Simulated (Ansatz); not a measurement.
# BP: the change of energy less free atoms and pressure with volume scale

All results are calculated (Ansatz 0.2.0). Periodic Kohn-Sham DFT of a crystal at fixed atoms, scaled to volume_scale times the given cell; pressure positive in compression, energy less spherical unpolarised free atoms, largest_vzz the field gradient of largest size among the nuclei.

The cell before it is scaled or strained (space group F-43m, No. 216):
```
CELL_PARAMETERS angstrom
0.00000 2.26900 2.26900
2.26900 0.00000 2.26900
2.26900 2.26900 0.00000
ATOMIC_POSITIONS crystal
B 0.00000 0.00000 0.00000
P 0.75000 0.75000 0.75000
```

Settings of every row: method all-electron LAPW; functional PBE; relativity scalar; k mesh 15x15x15; filling fermi-dirac; smearing width 0.05 eV; basis error target 1 meV/atom; nucleus gaussian.

Atom start moment: 0 on all atoms.

```
row  volume scale  V (Å³/atom)  energy less free atoms (eV/atom)  pressure (GPa)
  1          0.94       10.981                           -6.4264          12.629
  2          0.96       11.214                           -6.4416           8.409
  3          0.98       11.448                            -6.451           4.574
  4          0.99       11.565                           -6.4537           2.789
  5             1       11.682                           -6.4551           1.088
  6          1.01       11.798                           -6.4553          -0.533
  7          1.02       11.915                                 ?               ?
  8          1.04       12.149                           -6.4492          -4.957
  9          1.06       12.383                             -6.44          -7.573
```

Question: what energy less free atoms and pressure should row 7 give?

Worked fit of energy less free atoms. Take u = (V_r/V)^(2/3) − 1 with V_r = 11.623 Å³ an atom, which is twice the finite (Eulerian) strain; such expansions in the strain, on which the Birch-Murnaghan equation of state is built, carry the rest volume and the bulk modulus. The shown rows have u = 0.03861, 0.02417, 0.01017, 0.00334, -0.00337, -0.00991, -0.02908, -0.04135. Least squares give energy less free atoms = −6.45455 + 0.2107 × u + 13.509 × u² − 2.2 × u³ eV/atom; a parabola predicts inner rows, each left out in turn, worse (root mean square 3.4e-05 against 1e-05 eV/atom). All shown rows lie on it to the printed digit. Its lowest point lies at u = -0.0078, or V = 11.76 Å³ an atom, and the curvature there gives the bulk modulus at fixed shape and fractions, B = (4/9)(1 + u)² E″(u)/V = 162 GPa. The withheld row has u = -0.01641, so the fit gives −6.45455 + 0.2107 × (-0.01641) + 13.509 × (-0.01641)² − 2.2 × (-0.01641)³ = -6.4544 eV/atom.

The calculation gave -6.4543 eV/atom. The fit lies 0.0001 eV/atom (0.35 % of the column's range) below it, one unit of the last digit.

Worked fit of pressure. Take u = (V_r/V)^(2/3) − 1 with V_r = 11.623 Å³ an atom, which is twice the finite (Eulerian) strain; such expansions in the strain, on which the Birch-Murnaghan equation of state is built, carry the rest volume and the bulk modulus. The shown rows have u = 0.03861, 0.02417, 0.01017, 0.00334, -0.00337, -0.00991, -0.02908, -0.04135. Least squares give pressure = 1.931 + 254.155 × u + 589.91 × u² GPa; a straight line predicts inner rows, each left out in turn, worse (root mean square 0.31 against 0.0073 GPa). The rows lie off it by 0.006, -0.010, -0.003, 0.003, 0.007, -0.003, 0.004, -0.003 (root mean square 0.0054 GPa). The pressure vanishes at u = -0.0077, or V = 11.76 Å³ an atom, and there the bulk modulus at fixed shape and fractions is B = −V dP/dV = (2/3)(1 + u) dP/du = 162 GPa. The withheld row has u = -0.01641, so the fit gives 1.931 + 254.155 × (-0.01641) + 589.91 × (-0.01641)² = -2.081 GPa.

The calculation gave -2.079 GPa. The fit lies 0.002 GPa (0.0099 % of the column's range) below it; its largest miss of a shown row is 0.010 GPa.
